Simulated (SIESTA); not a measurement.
Crystal: Hf.

```
Hf
1.0
    -1.80500    1.80500    1.80500
     1.80500   -1.80500    1.80500
     1.80500    1.80500   -1.80500
Hf
1
Direct
  0.00000 0.00000 0.00000
```

This isn't the form of Hf at room conditions, which is hcp.

```yaml
Program: SIESTA 5.4.2
Task: relaxation of cell and atoms
Functional: PBEsol
Potentials_or_basis: PseudoDojo 0.4 standard (PBEsol files)
Basis: DZP (energy shift 0.003 Ry; two zetas on semicore shells)
Grid_cutoff: 800 Ry
Energy_shift: 0.003 Ry
k_mesh: 7 × 7 × 7
Occupations: fermi-dirac, width 0.05 eV
Spin: no spin polarisation
```

At the start: pressure -8.4 GPa; volume 23.52 Å³/atom.

Question: How do energy, volume and symmetry change on relaxing?

Answer: Over 5 steps the energy falls by 46.9 meV/atom and the volume is 21.72 Å³/atom (-7.7 %); space group Im-3m (No. 229, to 0.05 Å).

The path:
| step | energy change (eV) | largest force (eV/Å) | pressure (GPa) | volume (Å³) |
| --- | --- | --- | --- | --- |
| 1 | 0.0000 | 0.0000 | -8.40 | 23.52 |
| 2 | -0.0036 | 0.0000 | -8.12 | 23.45 |
| 3 | -0.0463 | 0.0000 | 0.71 | 21.60 |
| 4 | -0.0470 | 0.0000 | -0.24 | 21.78 |
| 5 | -0.0469 | 0.0000 | 0.09 | 21.72 |

Final structure:
```
Hf
1.0
    -1.75758    1.75757    1.75757
     1.75757   -1.75758    1.75757
     1.75757    1.75757   -1.75758
Hf
1
Direct
  0.00000 0.00000 0.00000
```

Caveat: short orbitals over semicore shells can move pressures by several GPa; the basis of atomic orbitals isn't converged, which shifts pressures, moduli and gaps.
